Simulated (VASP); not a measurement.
# SnTe in VASP: notebook

The runs below take SnTe through single point, with LDA.

Everything below comes from runs of VASP 6.6.1. Logs are shortened: lines on timing, memory, paths and dates and some standing lists are left out, and cuts for length are marked.

**The experiment to reproduce.**

From a printed reference work, textbook, for a bulk crystal of SnTe at 300 K: band gap 0.18 eV (direct).

The results are compared with them further down.

## Step 1: The cell of the first run

The structure is cubic, space group Fm-3m (No. 225). Conventional cell: a = 6.237 Å, b = 6.237 Å, c = 6.237 Å, α = 90.00°, β = 90.00°, γ = 90.00°. Sn (site symmetry m-3m) has 6 Te at 3.12 Å within 4.1 Å. Within 4.1 Å of Te (site symmetry m-3m) lie 6 Sn at 3.12 Å.

## Step 2: Single point, LDA

INCAR

```
PREC = Accurate
ENCUT = 520
EDIFF = 1E-7
ISMEAR = 0
SIGMA = 0.03
LREAL = F
LASPH = T
NELM = 60
ALGO = Normal
ISIF = 2
LWAVE = F
LCHARG = F
NBANDS = 17
```

KPOINTS

```
Automatic mesh
0
Gamma
  10 10 10
```

POSCAR

```
SnTe
1.0
    0.0000000000      3.1185587808      3.1185587808
    3.1185587808      0.0000000000      3.1185587808
    3.1185587808      3.1185587808      0.0000000000
Sn Te
1 1
Direct
    0.0000000000      0.0000000000      0.0000000000
    0.5000000000      0.5000000000      0.5000000000
```

Potentials or basis: VASP PAW LDA potentials, release 64 (Sn_d, Te).

The run is started by

```console
$ cat potpaw_LDA.64/Sn_d/POTCAR potpaw_LDA.64/Te/POTCAR > POTCAR
$ mpirun -np 1 vasp_std > vasp.out
```

OUTCAR:

```text
PREC = Accurate
   ENCUT = 520
   EDIFF = 1E-7
   ISMEAR = 0
   LREAL = F
   LASPH = T
   NELM = 60
   ISIF = 2

 ion  position               nearest neighbor table
   1  0.000  0.000  0.000-   2 3.12   2 3.12   2 3.12   2 3.12   2 3.12   2 3.12
   2  0.500  0.500  0.500-   1 3.12   1 3.12   1 3.12   1 3.12   1 3.12   1 3.12

  LATTYP: Found a face centered cubic cell.
 ALAT       =     6.2371175616

  Lattice vectors:

 A1 = (   0.0000000000,   3.1185587808,   3.1185587808)
 A2 = (   3.1185587808,   0.0000000000,   3.1185587808)
 A3 = (   3.1185587808,   3.1185587808,   0.0000000000)

Analysis of symmetry for initial positions (statically):
=====================================================================
 Subroutine PRICEL returns:
 Original cell was already a primitive cell.

 Routine SETGRP: Setting up the symmetry group for a
 face centered cubic supercell.

 Subroutine GETGRP returns: Found 48 space group operations
 (whereof 48 operations were pure point group operations)
 out of a pool of 48 trial point group operations.

The static configuration has the point symmetry O_h .

Analysis of symmetry for dynamics (positions and initial velocities):
=====================================================================
 Subroutine PRICEL returns:
 Original cell was already a primitive cell.

 Routine SETGRP: Setting up the symmetry group for a
 face centered cubic supercell.

 Subroutine GETGRP returns: Found 48 space group operations
 (whereof 48 operations were pure point group operations)
 out of a pool of 48 trial point group operations.

The dynamic configuration has the point symmetry O_h .

 Subroutine INISYM returns: Found 48 space group operations
 (whereof 48 operations are pure point group operations),
 and found     1 'primitive' translations

----------------------------------------------------------------------------------------

                                     Primitive cell

  volume of cell :      60.6585

  direct lattice vectors                    reciprocal lattice vectors
     0.000000000  3.118558781  3.118558781    -0.160330472  0.160330472  0.160330472
     3.118558781  0.000000000  3.118558781     0.160330472 -0.160330472  0.160330472
     3.118558781  3.118558781  0.000000000     0.160330472  0.160330472 -0.160330472

  length of vectors
     4.410308123  4.410308123  4.410308123     0.277700523  0.277700523  0.277700523

  position of ions in fractional coordinates (direct lattice)
     0.000000000  0.000000000  0.000000000
     0.500000000  0.500000000  0.500000000

  ion indices of the primitive-cell ions
   primitive index   ion index
                 1           1
                 2           2

----------------------------------------------------------------------------------------

 KPOINTS: Automatic mesh

Automatic generation of k-mesh.
 Grid dimensions read from file:
 generate k-points for:   10   10   10

 Generating k-lattice:

  Cartesian coordinates                     Fractional coordinates (reciprocal lattice)
    -0.016033047  0.016033047  0.016033047     0.100000000  0.000000000  0.000000000
     0.016033047 -0.016033047  0.016033047     0.000000000  0.100000000  0.000000000
     0.016033047  0.016033047 -0.016033047     0.000000000  0.000000000  0.100000000

  Length of vectors
     0.027770052  0.027770052  0.027770052

  Shift w.r.t. Gamma in fractional coordinates (k-lattice)
     0.000000000  0.000000000  0.000000000

 Subroutine IBZKPT returns following result:
 ===========================================

 Found     47 irreducible k-points:

 Following reciprocal coordinates:
            Coordinates               Weight
  0.000000  0.000000  0.000000      1.000000
  0.100000  0.000000  0.000000      8.000000
  0.200000  0.000000  0.000000      8.000000
  0.300000  0.000000  0.000000      8.000000
  0.400000  0.000000  0.000000      8.000000
  0.500000  0.000000  0.000000      4.000000
[... 16 lines left out ...]
  0.300000  0.300000  0.000000      6.000000
  0.400000  0.300000  0.000000     24.000000
 [... further k-points ...]
   k-points           NKPTS =     47   k-points in BZ     NKDIM =     47   number of bands    NBANDS=     17
   number of dos      NEDOS =    301   number of ions     NIONS =      2
   total plane-waves  NPLWV =  46656
   dimension x,y,z NGX =    36 NGY =   36 NGZ =   36
   dimension x,y,z NGXF=    72 NGYF=   72 NGZF=   72
   ions per type =               1   1
   NGX,Y,Z   is equivalent  to a cutoff of  13.57, 13.57, 13.57 a.u.
   NGXF,Y,Z  is equivalent  to a cutoff of  27.14, 27.14, 27.14 a.u.
 SYSTEM =  unknown system
   PREC   = accura    normal or accurate (medium, high low for compatibility)
   ISTART =      0    job   : 0-new  1-cont  2-samecut
   ICHARG =      2    charge: 1-file 2-atom 10-const
   ISPIN  =      1    spin polarized calculation?
   LNONCOLLINEAR =      F non collinear calculations
   LSORBIT =      F    spin-orbit coupling
   LASPH  =      T    aspherical Exc in radial PAW
   ENCUT  =  520.0 eV  38.22 Ry    6.18 a.u.   8.20  8.20  8.20*2*pi/ulx,y,z
   NELM   =     60;   NELMIN=  2; NELMDL= -5     # of ELM steps
   EDIFF  = 0.1E-06   stopping-criterion for ELM
   LREAL  =      F    real-space projection
   EDIFFG = 0.1E-05   stopping-criterion for IOM
   NSW    =      0    number of steps for IOM
   IBRION =     -1    ionic relax: 0-MD 1-quasi-New 2-CG
   NFREE  =      0    steps in history (QN), initial steepest desc. (CG)
   ISIF   =      2    stress and relaxation
   ISYM   =      2    0-nonsym 1-usesym 2-fastsym
   POTIM  = 0.5000    time-step for ionic-motion
   TEBEG  =    0.0;   TEEND  =   0.0 temperature during run
   PSTRESS=    0.0 pullay stress
   NELECT =      20.0000    total number of electrons
   NUPDOWN=      -1.0000    fix difference up-down
   EMIN   =  10.00;   EMAX   =-10.00  energy-range for DOS
   EFERMI =   0.00;   METHOD = LEGACY
   ISMEAR =     0;   SIGMA  =   0.03  broadening in eV -4-tet -1-fermi 0-gaus
   EFERMI_NEDOS =   21; number of points for ismear=-14 and -15
   IALGO  =     38    algorithm
   IMIX   =      4    mixing-type and parameters
     AMIX     =   0.40;   BMIX     =  1.00
     AMIX_MAG =   1.60;   BMIX_MAG =  1.00
  volume/ion in A,a.u.               =      30.33       204.67
  Fermi-wavevector in a.u.,A,eV,Ry     =   1.130978  2.137239 17.403371  1.279112
  Thomas-Fermi vector in A             =   2.267676
   LORBIT       =      0    0 simple, 1 ext, 2 COOP (PROOUT), +10 PAW based schemes
   GGA     = CA    functional components
   LHFCALC =     F    Hartree Fock is set to
   AEXX    =    0.0000 exact exchange contribution
   IVDW    =     0    specifies the selected vdW correction
   LEPSILON=     F    determine dielectric tensor
   LRPA    =     F    only Hartree local field effects (RPA)
 non-spin polarized calculation
 Gauss-broadening in eV      SIGMA  =   0.03
  energy-cutoff  :      520.00
  volume of cell :       60.66
 maximum number of plane-waves:      1660
 NGX is ok and might be reduce to    36
   NGX = 17   NGY = 17   NGZ = 17

 number of electron      19.9999997 magnetization

 Free energy of the ion-electron system (eV)
  ---------------------------------------------------
  ext. energy  EPLUGINS =         0.00000000
  ---------------------------------------------------
  free energy    TOTEN  =        -8.83237820 eV

  energy without entropy =       -8.83237820  energy(sigma->0) =       -8.83237820

 E-fermi :   7.1673     XC(G=0):  -9.8749

 val. band max:        7.0629223582   @ k =   0.5000   0.0000   0.0000
 cond. band min:       7.2716962579   @ k =   0.5000   0.0000   0.0000
 fundamental gap:      0.2087738997
 Fermi energy:         7.1672979245

 k-point     1 :       0.0000    0.0000    0.0000
  band No.  band energies     occupation
      1     -14.6754      2.00000
      2     -14.6754      2.00000
      3     -14.6644      2.00000
      4     -14.6644      2.00000
      5     -14.6644      2.00000
      6      -5.9186      2.00000
[... 9 lines left out ...]
     16      11.8550      0.00000
     17      13.8140      0.00000

 k-point     2 :       0.1000    0.0000    0.0000
  band No.  band energies     occupation
      1     -14.6759      2.00000
      2     -14.6759      2.00000
      3     -14.6642      2.00000
      4     -14.6638      2.00000
      5     -14.6638      2.00000
      6      -5.8300      2.00000
[... 9 lines left out ...]
     16      12.0688      0.00000
     17      14.5844      0.00000

 k-point     3 :       0.2000    0.0000    0.0000
  band No.  band energies     occupation
      1     -14.6773      2.00000
      2     -14.6773      2.00000
      3     -14.6638      2.00000
      4     -14.6619      2.00000
      5     -14.6619      2.00000
      6      -5.5733      2.00000
[... 9 lines left out ...]
     16      12.6615      0.00000
     17      16.1788      0.00000

 k-point     4 :       0.3000    0.0000    0.0000
  band No.  band energies     occupation
      1     -14.6792      2.00000
      2     -14.6792      2.00000
      3     -14.6633      2.00000
      4     -14.6594      2.00000
      5     -14.6594      2.00000
      6      -5.1844      2.00000
[... 9 lines left out ...]
     16      13.5932      0.00000
     17      17.9617      0.00000
[... 343 lines left out ...]
      1     -14.6801      2.00000
      2     -14.6791      2.00000
      3     -14.6626      2.00000
      4     -14.6598      2.00000
      5     -14.6585      2.00000
      6      -5.0578      2.00000
[... 9 lines left out ...]
     16      15.3006      0.00000
     17      15.6975      0.00000

 k-point    23 :       0.3000    0.3000    0.0000
  band No.  band energies     occupation
      1     -14.6886      2.00000
      2     -14.6718      2.00000
      3     -14.6674      2.00000
      4     -14.6562      2.00000
      5     -14.6562      2.00000
      6      -4.9598      2.00000
[... 9 lines left out ...]
     16      15.7373      0.00000
     17      15.7385      0.00000

 k-point    24 :       0.4000    0.3000    0.0000
  band No.  band energies     occupation
      1     -14.6911      2.00000
      2     -14.6719      2.00000
      3     -14.6673      2.00000
      4     -14.6548      2.00000
      5     -14.6544      2.00000
      6      -4.6567      2.00000
[... 9 lines left out ...]
     16      16.4341      0.00000
     17      16.8320      0.00000

 [... further k-points ...]

------------------------ aborting loop because EDIFF is reached ----------------------------------------

  FORCE on cell =-STRESS in cart. coord.  units (eV):
  Direction    XX          YY          ZZ          XY          YZ          ZX
  --------------------------------------------------------------------------------------
  -------------------------------------------------------------------------------------
  Total        0.0029024      0.0029024      0.0029024      0.0000000      0.0000000     -0.0000000
  in kB        0.0766615      0.0766615      0.0766615      0.0000000      0.0000000     -0.0000000
  external PRESSURE =       0.0766615 kB  Pullay stress =       0.0000000 kB

 VOLUME and BASIS-vectors are now :
 -----------------------------------------------------------------------------
  energy-cutoff  :      520.00
  volume of cell :       60.66
      direct lattice vectors                 reciprocal lattice vectors
     0.000000000  3.118558781  3.118558781    -0.160330472  0.160330472  0.160330472
     3.118558781  0.000000000  3.118558781     0.160330472 -0.160330472  0.160330472
     3.118558781  3.118558781  0.000000000     0.160330472  0.160330472 -0.160330472

 POSITION                                       TOTAL-FORCE (eV/Angst)
 -----------------------------------------------------------------------------------
      0.00000      0.00000      0.00000         0.000000     -0.000000     -0.000000
      3.11856      3.11856      3.11856         0.000000      0.000000      0.000000
 -----------------------------------------------------------------------------------
    total drift:                               -0.000000      0.000000      0.000000

  FREE ENERGIE OF THE ION-ELECTRON SYSTEM (eV)
  ---------------------------------------------------
  free  energy   TOTEN  =        -8.8323781960 eV

  energy  without entropy=       -8.8323781952  energy(sigma->0) =       -8.83237820
```

It took 67 s on 1 thread of Intel Xeon 8259CL, shared host; peak memory 0.2 GiB.

Results:

- Free energy: -8.8324 eV
- Pressure: 0.0 GPa
- Band gap on the k mesh: 0.21 eV

Levels at points of the mesh, in eV from the valence-band top:
| k point | band 8 | band 9 | band 10 | band 11 | band 12 | band 13 |
| --- | --- | --- | --- | --- | --- | --- |
| (0.00, 0.00, 0.00) | -2.14 | -2.14 | -2.14 | 3.42 | 3.42 | 3.42 |
| (0.50, 0.00, 0.00) | -1.78 | -1.78 | 0.00 | 0.21 | 0.36 | 0.36 |
| (0.50, 0.50, 0.00) | -5.72 | -3.81 | -3.81 | 2.12 | 5.08 | 5.08 |

Caveat: semilocal functionals underestimate gaps, and a narrow one can read as zero; spin-orbit coupling is left out, which moves the levels of the heavy elements.

## Step 3: Single point, LDA (atoms displaced along a vibrational mode)

INCAR

```
SYSTEM = SnTe
PREC = Accurate
ENCUT = 520
EDIFF = 1E-7
ISMEAR = 0
SIGMA = 0.03
LREAL = .FALSE.
LASPH = .TRUE.
NELM = 60
ALGO = Normal
ISIF = 2
LWAVE = .FALSE.
LCHARG = .FALSE.
NBANDS = 17
```

KPOINTS

```
Automatic mesh
0
G
  10 10 10
  0 0 0
```

POSCAR

```
SnTe
1.0
    0.0000000000      3.1185587808      3.1185587808
    3.1185587808      0.0000000000      3.1185587808
    3.1185587808      3.1185587808      0.0000000000
Sn Te
1 1
Direct
    0.0090907377     -0.0090907377     -0.0090907377
    0.4915426217      0.5084573783      0.5084573783
```

Potentials or basis: VASP PAW LDA potentials, release 64 (Sn_d, Te).

The run is started by

```console
$ cat potpaw_LDA.64/Sn_d/POTCAR potpaw_LDA.64/Te/POTCAR > POTCAR
$ mpirun -np 1 vasp_std > vasp.out
```

OUTCAR:

```text
SYSTEM = SnTe
   PREC = Accurate
   ENCUT = 520
   EDIFF = 1E-7
   ISMEAR = 0
   LREAL = .FALSE.
   LASPH = .TRUE.
   NELM = 60
   ISIF = 2

 ion  position               nearest neighbor table
   1  0.009  0.991  0.991-   2 3.01   2 3.12   2 3.12   2 3.12   2 3.12   2 3.23
   2  0.492  0.508  0.508-   1 3.01   1 3.12   1 3.12   1 3.12   1 3.12   1 3.23

  LATTYP: Found a face centered cubic cell.
 ALAT       =     6.2371175616

  Lattice vectors:

 A1 = (   0.0000000000,   3.1185587808,   3.1185587808)
 A2 = (   3.1185587808,   0.0000000000,   3.1185587808)
 A3 = (   3.1185587808,   3.1185587808,   0.0000000000)

Analysis of symmetry for initial positions (statically):
=====================================================================
 Subroutine PRICEL returns:
 Original cell was already a primitive cell.

 Routine SETGRP: Setting up the symmetry group for a
 face centered cubic supercell.

 Subroutine GETGRP returns: Found  8 space group operations
 (whereof  8 operations were pure point group operations)
 out of a pool of 48 trial point group operations.

The static configuration has the point symmetry C_4v.

Analysis of symmetry for dynamics (positions and initial velocities):
=====================================================================
[... 163 lines left out ...]
 fundamental gap:      0.3468222135
 Fermi energy:         7.1741747399

 k-point     1 :       0.0000    0.0000    0.0000
  band No.  band energies     occupation
      1     -14.6639      2.00000
      2     -14.6630      2.00000
      3     -14.6530      2.00000
      4     -14.6512      2.00000
      5     -14.6512      2.00000
      6      -5.9319      2.00000
[... 457 lines left out ...]
      4     -14.6507      2.00000
      5     -14.6499      2.00000
      6      -5.6993      2.00000
[... 9 lines left out ...]
     16      12.9417      0.00000
     17      14.5795      0.00000

 [... further k-points ...]

------------------------ aborting loop because EDIFF is reached ----------------------------------------

  FORCE on cell =-STRESS in cart. coord.  units (eV):
  Direction    XX          YY          ZZ          XY          YZ          ZX
  --------------------------------------------------------------------------------------
  -------------------------------------------------------------------------------------
  Total        0.1611839      0.0251282      0.0251282     -0.0000000     -0.0000000      0.0000000
  in kB        4.2573607      0.6637137      0.6637137     -0.0000000     -0.0000000      0.0000000
  external PRESSURE =       1.8615960 kB  Pullay stress =       0.0000000 kB

 VOLUME and BASIS-vectors are now :
 -----------------------------------------------------------------------------
  energy-cutoff  :      520.00
  volume of cell :       60.66
      direct lattice vectors                 reciprocal lattice vectors
     0.000000000  3.118558781  3.118558781    -0.160330472  0.160330472  0.160330472
     3.118558781  0.000000000  3.118558781     0.160330472 -0.160330472  0.160330472
     3.118558781  3.118558781  0.000000000     0.160330472  0.160330472 -0.160330472

 POSITION                                       TOTAL-FORCE (eV/Angst)
 -----------------------------------------------------------------------------------
      6.18042      3.11856      3.11856         0.054089      0.000000      0.000000
      3.17131      3.11856      3.11856        -0.054089      0.000000      0.000000
 -----------------------------------------------------------------------------------
    total drift:                                0.000368      0.000000      0.000000

  FREE ENERGIE OF THE ION-ELECTRON SYSTEM (eV)
  ---------------------------------------------------
  free  energy   TOTEN  =        -8.8303674063 eV

  energy  without entropy=       -8.8303674063  energy(sigma->0) =       -8.83036741
```

OSZICAR:

```text
N       E                     dE             d eps       ncg     rms          rms(c)
DAV:   1     0.127133472369E+03    0.12713E+03   -0.94939E+03  3510   0.137E+03
DAV:   2     0.333501620095E+01   -0.12380E+03   -0.12054E+03  3772   0.341E+02
DAV:   3    -0.852780688038E+01   -0.11863E+02   -0.11749E+02  4344   0.914E+01
DAV:   4    -0.887302249653E+01   -0.34522E+00   -0.34497E+00  4133   0.161E+01
DAV:   5    -0.888664103726E+01   -0.13619E-01   -0.13618E-01  5124   0.317E+00    0.502E+00
DAV:   6    -0.883605759830E+01    0.50583E-01   -0.98285E-02  4965   0.223E+00    0.317E+00
DAV:   7    -0.883131670857E+01    0.47409E-02   -0.39126E-02  4593   0.103E+00    0.667E-01
DAV:   8    -0.883035411751E+01    0.96259E-03   -0.64747E-03  4404   0.627E-01    0.152E-01
DAV:   9    -0.883038583429E+01   -0.31717E-04   -0.55300E-04  4723   0.205E-01    0.488E-02
DAV:  10    -0.883036733270E+01    0.18502E-04   -0.66075E-05  4572   0.693E-02    0.225E-02
DAV:  11    -0.883036784505E+01   -0.51235E-06   -0.19685E-05  4574   0.342E-02    0.163E-02
DAV:  12    -0.883036743473E+01    0.41032E-06   -0.18437E-06  4429   0.110E-02    0.890E-03
DAV:  13    -0.883036740631E+01    0.28416E-07   -0.22782E-07  3574   0.290E-03
   1 F= -.88303674E+01 E0= -.88303674E+01  d E =-.995256E-17
```

It took 3.4 min on 1 thread of Intel Xeon 8259CL, shared host; peak memory 0.25 GiB.

Results:

| Property | Result |
| --- | --- |
| Free energy | -8.8304 eV |
| Pressure | 0.2 GPa |
| Largest force | 0.054 eV/Å |
| Band gap on the k mesh | 0.35 eV |

Forces in eV/Å, atoms in the order of the input:
```
Sn   0.054  0.000  0.000
Te  -0.054  0.000  0.000
```

Levels at points of the mesh, in eV from the valence-band top:
| k point | band 8 | band 9 | band 10 | band 11 | band 12 | band 13 |
| --- | --- | --- | --- | --- | --- | --- |
| (0.00, 0.00, 0.00) | -2.09 | -2.05 | -2.05 | 3.40 | 3.40 | 3.52 |
| (0.50, 0.00, 0.00) | -1.77 | -1.71 | 0.00 | 0.35 | 0.44 | 0.52 |
| (0.50, 0.50, 0.00) | -5.65 | -3.73 | -3.72 | 2.13 | 5.19 | 5.21 |
| (0.00, 0.50, 0.50) | -5.48 | -3.74 | -3.74 | 2.20 | 5.16 | 5.16 |

Caveat: the cell differs from its parent crystal (atoms displaced along a vibrational mode); semilocal functionals underestimate gaps, and a narrow one can read as zero; spin-orbit coupling is left out, which moves the levels of the heavy elements.

[end of part 1 of 2]
